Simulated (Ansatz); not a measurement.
# NaCl: the cost of one run

Computed with Ansatz 0.2.0 (DFT PBE, scalar-relativistic, unless a step's input says otherwise).

## 1. Starting point

Symmetry: Pm-3m, No. 221, cubic system. The conventional cell has a = 2.860 Å, b = 2.860 Å, c = 2.860 Å, α = 90.00°, β = 90.00°, γ = 90.00°. Na (site symmetry m-3m) is surrounded by 8 Cl at 2.48 Å. Around Cl (site symmetry m-3m) lie 8 Na at 2.48 Å.

As a file:

```xyz
2
Lattice="2.8600 0.0000 0.0000 0.0000 2.8600 0.0000 0.0000 0.0000 2.8600" Properties=species:S:1:pos:R:3 pbc="T T T"
Na    0.0000    0.0000    0.0000
Cl    1.4300    1.4300    1.4300
```

Atoms are numbered in the order of the input: Na1, Cl2.

## 2. The deformed structure

Space group Pm-3m before, R-3m after.

## 3. Full-potential LAPW

input.yaml

```yaml
crystal:
  lattice:
    - [2.86, 0.0143, 0.0143]
    - [0.0143, 2.86, 0.0143]
    - [0.0143, 0.0143, 2.86]
  atoms:
    - { symbol: Na, position: [0.0, 0.0, 0.0] }
    - { symbol: Cl, position: [0.5, 0.5, 0.5] }
kpoints:
  mp_grid: { grid: [8, 8, 8] }
  band_path:
    path:
      - [0.0, 0.0, 0.0]
      - [0.5, 0.5, 0.5]
      - [0.5098274679, 0.4901725321, 0.5]
      - [0.5, -0.4901725321, 0.4901725321]
      - [0.5, 0.0, 0.0]
      - [0.0, 0.0, 0.0]
      - [0.4950862661, -0.4950862661, 0.0]
      - [0.5049137339, 0.0, 0.4950862661]
      - [0.5, 0.0, 0.5]
    npoints: 5
scf:
  occupations: { method: fermi_dirac, width: 0.02 }
hamiltonian:
  xc: pbe
  pseudopotentials: { kind: all_electron, lapw: { basis_error: 0.00025 } }
output:
  forces: true
  stress: true
  eigenvalues: true
```

Command:

```
$ ansatz run input.yaml --threads 1 --pin off --max-ram 3072MiB --backend cpu --events-out ev --progress --plain --runs-dir out
```

Q: Estimate wall time and peak memory on 1 thread of AMD EPYC 9B45 (Zen 5), shared host.

About 3 s, with a peak of 0.35 GiB.
